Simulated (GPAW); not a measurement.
The system is CdTe.

```xyz
2
Lattice="0.0000 3.2050 3.2050 3.2050 0.0000 3.2050 3.2050 3.2050 0.0000" Properties=species:S:1:pos:R:3 pbc="T T T"
Te    4.8075    4.8075    4.8075
Cd    0.0000    0.0000    0.0000
```

```yaml
Program: GPAW 26.7.0
Task: relaxation of cell and atoms
Functional: revPBE
Dispersion: D3(BJ)
Potentials_or_basis: the program's PAW data sets (release 1.2.1) made for this functional
Cutoff: 600 eV
Basis: pw
k_mesh: 7 × 7 × 7
Occupations: fermi-dirac, width 0.05 eV
Spin: no spin polarisation
```

At the start: pressure 1.2 GPa; volume 32.92 Å³/atom.

Q: How do energy, volume and symmetry change on relaxing?

A: Over 8 steps the energy falls by 3.3 meV/atom and the volume is 33.90 Å³/atom (+3.0 %); space group F-43m (No. 216, to 0.05 Å).

Step by step:
| step | energy change (eV) | largest force (eV/Å) | pressure (GPa) | volume (Å³) |
| --- | --- | --- | --- | --- |
| 1 | 0.0000 | 0.0000 | 1.20 | 65.84 |
| 2 | -0.0017 | 0.0000 | 1.03 | 66.09 |
| 3 | -0.0042 | 0.0000 | 0.71 | 66.54 |
| 4 | -0.0062 | 0.0000 | 0.31 | 67.15 |
| 5 | -0.0066 | 0.0000 | -0.11 | 67.83 |
| 6 | -0.0066 | 0.0000 | -0.11 | 67.82 |
| 7 | -0.0066 | 0.0000 | -0.10 | 67.81 |
| 8 | -0.0066 | 0.0000 | -0.09 | 67.80 |

Final structure:
```
CELL_PARAMETERS angstrom
0.00000 3.23636 3.23636
3.23636 0.00000 3.23636
3.23636 3.23636 0.00000
ATOMIC_POSITIONS crystal
Te 0.75000 0.75000 0.75000
Cd 0.00000 0.00000 0.00000
```

Caveat: later steps reuse the first step's grids.
